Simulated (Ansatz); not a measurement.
Independent-particle absorption of Si (Fd-3m, a = 5.470 Å, b = 5.470 Å, c = 5.470 Å, α = 90.00°, β = 90.00°, γ = 90.00°), no local fields or excitons, 0.1 eV broadening. Computed with Ansatz, DFT PBE, scalar-relativistic, plane waves, PAW.

Cutoff 420 eV; k points 10×10×10 on the computed 2-atom cell (Γ-centred); Gaussian smearing, width 0.02 eV; no spin polarisation. The spectrum is summed on a 15×15×15 mesh.

```yaml
crystal:
  lattice:
    - [0.00000, 2.73484, 2.73484]
    - [2.73484, 0.00000, 2.73484]
    - [2.73484, 2.73484, 0.00000]
  atoms:
    - { symbol: Si, position: [0.75000, 0.75000, 0.75000] }
    - { symbol: Si, position: [0.50000, 0.50000, 0.50000] }
```

```tsv
photon energy (eV)	ε2,xx
0.0	0.00
0.4	0.00
0.8	0.00
1.2	0.00
1.6	0.00
2.0	0.00
2.4	0.03
2.8	20.22
3.2	23.82
3.6	45.20
4.0	29.09
4.4	18.24
4.8	13.98
5.2	10.44
5.6	7.17
6.0	5.30
6.4	3.89
6.8	3.33
7.2	2.96
7.6	2.30
8.0	1.93
8.4	1.60
8.8	1.27
9.2	1.06
9.6	0.90
10.0	0.78
10.4	0.67
10.8	0.58
11.2	0.52
11.6	0.48
12.0	0.40
12.4	0.35
12.8	0.32
13.2	0.30
13.6	0.27
14.0	0.24
```

The strongest peak lies near 3.8 eV. ε∞ (xx, yy, zz) = 13.6, 13.6, 13.6.